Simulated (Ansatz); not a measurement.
# Cu2O — ⁶⁵Cu nuclear quadrupole resonance

Cell: a structure deposited in the COD, its atoms then relaxed with PBE in this cell.

Space group Pn-3m:1 (No. 224); a = 4.2600 Å.

| site | Wyckoff | site symmetry | x | y | z |
| --- | --- | --- | --- | --- | --- |
| Cu | 4b | .-3m | 0.2500 | 0.2500 | 0.2500 |
| O | 2a | -43m | 0.0000 | 0.0000 | 0.0000 |

One atom of each set is listed.

The numbers come from a DFT calculation in Ansatz (LDA, plane waves and PAW, scalar-relativistic, 420 eV cutoff, Γ-centred 7×7×7 k-points, Fermi–Dirac smearing 0.02 eV).

⁶⁵Cu: I = 3/2, Q = -204.0 mb (year-2017 value). Static lattice, zero field.

(1) At which frequencies do the ⁶⁵Cu NQR lines lie?

(2) And for ⁶³Cu (I = 3/2, Q = -220.0 mb) on Cu?

## Answers

(1) For I = 3/2 there is one line, ν = (|C_Q|/2)(1 + η²/3)^½.

```json
{"site": "Cu", "atoms": "4", "V_zz (10²¹ V/m²)": "-4.98", "C_Q (MHz)": "24.6", "η": "0.00", "line frequencies (MHz)": "12.3"}
```

(2) C_Q scales with Q to 26.5 MHz, with lines at 13.2 MHz.

An axis of threefold or higher order runs through Cu, so V_zz lies along it and η is zero.

At this cell the LDA pressure is -8 GPa, so with LDA the cell would shrink if it were relaxed. Semilocal functionals underestimate gradients at Cu(I) with two or three neighbours, in Cu₂O by a fifth to nearly a half.

The run took 0.89 s of wall time (2.2 s of CPU time) and 0.52 GiB at its peak, on 4 threads of AMD EPYC 9R45 (Zen 5) (x86_64; 16 cores open to the job, memory cap 8.0 GiB, no GPU), a shared host with a load of 0.4 a core.
